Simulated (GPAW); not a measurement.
Runs of GPAW 26.7.0 on BeS. Symmetry: F-43m, No. 216, cubic system. The conventional cell has a = 4.850 Å, b = 4.850 Å, c = 4.850 Å, α = 90.00°, β = 90.00°, γ = 90.00°. S (site symmetry -43m) has 4 Be at 2.10 Å as nearest neighbours. Around Be (site symmetry -43m) lie 4 S at 2.10 Å. 

```tsv
task	level	potentials or basis	cell	band path	band points	optimizer	fmax	max steps	gap on the mesh (eV)	pressure (GPa)	V0 of scaled cells (Å³/atom)	B0 (GPa)
equation of state	WC	PAW data sets generated in the run's folder for this functional, pw	as given	-	-	-	-	-	-	-	14.18	(b)
band structure	AM05	PAW data sets generated in the run's folder for this functional, pw	as given	GXWKGLUWLK,UX	60	-	-	-	(a)	-0.3	-	-
band structure	vdW-DF	GPAW PAW data sets (gpaw-data 1.2.1), pw	as given	GXWKGLUWLK,UX	100	-	-	-	3.52	-	-	-
equation of state	BP86+D4	PAW data sets generated in the run's folder for this functional, pw	as given	-	-	-	-	-	-	-	13.97	100
relaxation of cell and atoms	r2SCAN	GPAW PAW data sets (gpaw-data 1.2.1), pw	relaxed	-	-	BFGS	0.02 eV/Å	60	3.70	0.0	-	-
```

Alike in all rows: no spin polarisation; k mesh 9 × 9 × 9; cutoff (eV) 800; smearing fermi-dirac 0.05 eV.

Fill in the values left out.

(a) 3.09; (b) 97.

Caveats: the mesh misses the band edges, which the band path finds closer together (some runs); the PAW data sets were made with another functional, which shifts forces and pressure a little (some runs); later steps reuse the first step's grids (some runs); an odd mesh through Γ misses points on the zone boundary, where band edges often lie (some runs).

Runs at the PBE level aren't shown here.
